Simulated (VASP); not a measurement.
**VASP 6.6.1 run: BN**

INCAR

```
ENCUT = 520
IBRION = -1
LREAL = .FALSE.
LASPH = .TRUE.
PREC = Medium
NSW = 0
EDIFF = 1E-7
ISIF = 2
ALGO = Normal
LWAVE = .FALSE.
NELM = 120
NBANDS = 11
METAGGA = R2SCAN
SIGMA = 0.01
ISMEAR = 0
LCHARG = .FALSE.
```

KPOINTS

```
KPOINTS created by Atomic Simulation Environment
0
Gamma
12 12 12
0 0 0
```

POSCAR

```
B  N
 1.0000000000000000
     0.0000000000000000    1.7283676755999999    1.7283676755999999
     1.7283676755999999    0.0000000000000000    1.7283676755999999
     1.7283676755999999    1.7283676755999999    0.0000000000000000
 B   N
   1   1
Cartesian
  0.0000000000000000  0.0000000000000000  0.0000000000000000
  1.7283676755999999  1.7283676755999999  1.7283676755999999
```

The recommended PBE PAW datasets give the neutral cell 8 valence electrons.

Command

```
mpirun -np 1 vasp_std
```

Q: Predict the outcome of this run.

A: It converged. Results: gap between bands v and c on the k mesh 1.57 eV; least direct gap on the k mesh 6.63 eV; pressure 13.3 GPa. Band v is the last that the valence electrons fill when counted band by band, and c is the next.

OSZICAR

```
N       E                     dE             d eps       ncg     rms          rms(c)
DAV:   1     0.950287904585E+01    0.95029E+01   -0.50318E+03  1624   0.744E+02
DAV:   2    -0.181259231863E+02   -0.27629E+02   -0.26414E+02  1891   0.166E+02
DAV:   3    -0.186530256823E+02   -0.52710E+00   -0.52602E+00  1890   0.190E+01
DAV:   4    -0.186535277296E+02   -0.50205E-03   -0.50204E-03  1734   0.654E-01
DAV:   5    -0.186535279732E+02   -0.24367E-06   -0.24368E-06  1869   0.149E-02    0.632E+00
DAV:   6    -0.153486305581E+02    0.33049E+01   -0.26246E+00  1638   0.870E+00    0.287E+00
DAV:   7    -0.153963558709E+02   -0.47725E-01   -0.26085E-01  1773   0.363E+00    0.163E+00
DAV:   8    -0.154165188623E+02   -0.20163E-01   -0.28853E-02  1740   0.121E+00    0.298E-01
DAV:   9    -0.154155562263E+02    0.96264E-03   -0.71172E-03  1755   0.465E-01    0.680E-02
DAV:  10    -0.154155844817E+02   -0.28255E-04   -0.14232E-04  1734   0.122E-01    0.415E-02
DAV:  11    -0.154155918397E+02   -0.73580E-05   -0.12347E-04  1716   0.718E-02    0.176E-03
DAV:  12    -0.154155924467E+02   -0.60694E-06   -0.26595E-06  1812   0.161E-02    0.281E-03
DAV:  13    -0.154155927045E+02   -0.25784E-06   -0.12466E-07  1716   0.383E-03    0.854E-04
DAV:  14    -0.154155927171E+02   -0.12567E-07   -0.32767E-09   861   0.578E-04
   1 F= -.15415593E+02 E0= -.15415593E+02  d E =-.466948E-39
```

Standard output (part)

```
POSCAR found type information on POSCAR B N
 POSCAR found :  2 types and       2 ions
 LDA part: xc-table for (None), standard interpolation
 POSCAR, INCAR and KPOINTS ok, starting setup
 WAVECAR not read
 entering main loop
```

For comparison, a separate r²SCAN run of the intended cell, on usual settings and not on those above, gives a gap of 1.57 eV on its mesh and a pressure of 13.3 GPa.
